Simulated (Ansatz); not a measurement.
Clean, relaxed (001) surface of C, space group P6_3/mmc (No. 194) (top face towards +c; atoms held fixed, by place in the list: 1, 2):

```xyz
6
Lattice="2.4650 0.0000 0.0000 -1.2325 2.1347 0.0000 0.0000 0.0000 23.7405" Properties=species:S:1:pos:R:3 pbc="T T T"
C     0.0000    0.0000    8.5000
C     0.0000    1.4231    8.5000
C     0.0000    0.0000   11.8703
C     1.2325    0.7116   11.8703
C     0.0000    0.0000   15.2405
C     0.0000    1.4231   15.2405
```

Computed with Ansatz 0.2.0, DFT PBE+D3(BJ), scalar-relativistic, plane waves, PAW. Settings: cutoff 420 eV, Γ-centred mesh 12×12×1 on the computed 6-atom cell, Gaussian smearing of 0.10 eV; no spin polarisation. A dipole correction removes the field between periodic images along c.

CO is adsorbed on the top face, one adsorbate per 5.3 Å², and relaxed from 3 starting sites (fractions of a and b). E_ads counts from the clean slab and the free adsorbate (spin-polarised where it has unpaired electrons); negative means bound. Heights count from the highest slab atom after relaxation. With the adsorbate the cell is lengthened along c to keep the vacuum.

```csv
start,ends at,E_ads (eV),height (Å)
"top (C) at (0.00, 0.00)",not bound,1.06,3.41
"hollow (C-C) at (0.67, 0.33)",not bound,1.04,3.16
"bridge (C-C) at (0.17, 0.33)",not bound,1.06,3.41
```

It doesn't bind at this level of theory (ends above -0.1 eV count as unbound). Neighbouring adsorbates stand only 2.5 Å apart, and their interaction, mostly repulsion this close, counts into E_ads, so a lone one may still bind weakly.

Each end is the local minimum or symmetric point that its start leads to. The slab is only 6.7 Å thick, so the energies aren't converged with thickness.

An atom lies near a switch of its D3 coefficient C6 between reference coordination numbers, so the dispersion energy changes steeply there and can make or shift the minimum.